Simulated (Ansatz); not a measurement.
The system is Ti.

```
Ti
1.0
     2.95000    0.00000    0.00000
    -1.47500    2.55477    0.00000
     0.00000    0.00000    4.68000
Ti
2
Direct
  0.66667 0.33333 0.75000
  0.33333 0.66667 0.25000
```

```yaml
Program: Ansatz 0.2.0
Task: single point
Functional: PBEsol
Potentials_or_basis: all-electron LAPW, scalar-relativistic
Cutoff: 220 eV (chosen from the basis error)
Basis_error_allowed: 0.001 eV/atom
k_mesh: 10 × 10 × 6
Occupations: fermi-dirac, width 0.05 eV
Spin: no spin polarisation
```

On this cell: pressure -5.7 GPa; largest force under 0.003 eV/Å; band gap on the k mesh none (metal or under the smearing width).

The same run follows on a disturbed copy (atoms moved at random, drawn with an rms of 0.05 Å):

```
Ti
1.0
     2.95000    0.00000    0.00000
    -1.47500    2.55477    0.00000
     0.00000    0.00000    4.68000
Ti
2
Direct
  0.68616 0.32688 0.74849
  0.33797 0.67291 0.24873
```

Problem. What changes?

Solution. The energy (extrapolated to zero smearing) moves by +2.0 meV/atom; pressure -5.7 GPa; largest force 0.102 eV/Å; band gap on the k mesh none (metal or under the smearing width).

Forces on the atoms (eV/Å):
```
Ti  -0.090  0.046  0.003
Ti   0.090 -0.046 -0.003
```

Stress tensor (GPa, compression positive):
```
-5.94  0.67  0.00
 0.67 -5.24  0.00
 0.00  0.00 -6.02
```
